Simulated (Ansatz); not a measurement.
## B: start and end of a relaxation

Recipe of this trial structure of B: 4-connected net of one element (C222_1, No. 20). Its size is a rough estimate.

start:

Space group C222_1 (No. 20). a = 4.392 Å, b = 4.755 Å, c = 2.591 Å, α = 90.00°, β = 90.00°, γ = 90.00°
| atom | site | symmetry | x | y | z |
| --- | --- | --- | --- | --- | --- |
| B | 8c | 1 | 0.3125 | 0.8398 | 0.8654 |

Level of theory: DFT PBE, scalar-relativistic, plane waves, PAW (Ansatz). Cutoff 420 eV, Gaussian smearing, Γ-centred meshes. Cell and atoms relax first on a coarse mesh and then on a finer one. In between, the cell is made exact in the group found at 0.06 Å. In metals the finer mesh still leaves noise of several meV/atom or more. The steps can't lower the symmetry of their start. No spin polarisation.

end:

Space group Cmcm (No. 63). a = 5.306 Å, b = 3.327 Å, c = 2.983 Å, α = 90.00°, β = 90.00°, γ = 90.00°
| atom | site | symmetry | x | y | z |
| --- | --- | --- | --- | --- | --- |
| B | 8g | ..m | 0.6633 | 0.8485 | 0.7500 |

The symmetry goes from C222_1 (No. 20) to Cmcm (No. 63). The volume per atom shrinks by 2.7 %, from 6.8 to 6.6 Å³. The shortest distance goes from 1.65 Å (B–B) to 1.73 Å (B–B). The energy falls by about 0.87 eV/atom (the start's value is from the coarse mesh). The end is written in a standard setting, so origin, axes and order of atoms can differ from the start's.

```json
{
  "Volume per atom": "6.58 Å³",
  "Density": "2.73 g/cm³",
  "Energy over the standard state": "+0.27 eV/atom",
  "Gap on the 16×16×16 mesh of the 4-atom cell": "0 eV (a metal)"
}
```

Energies count from the standard state of B at the same level. So it is a metastable form at best.

The last run used Gaussian smearing of 0.10 eV. Symmetry constrained the relaxation, so the result can be a saddle point. In all, the 3 runs took 5.8 min on 1 thread of AMD EPYC (Zen 3), with other jobs on the host.
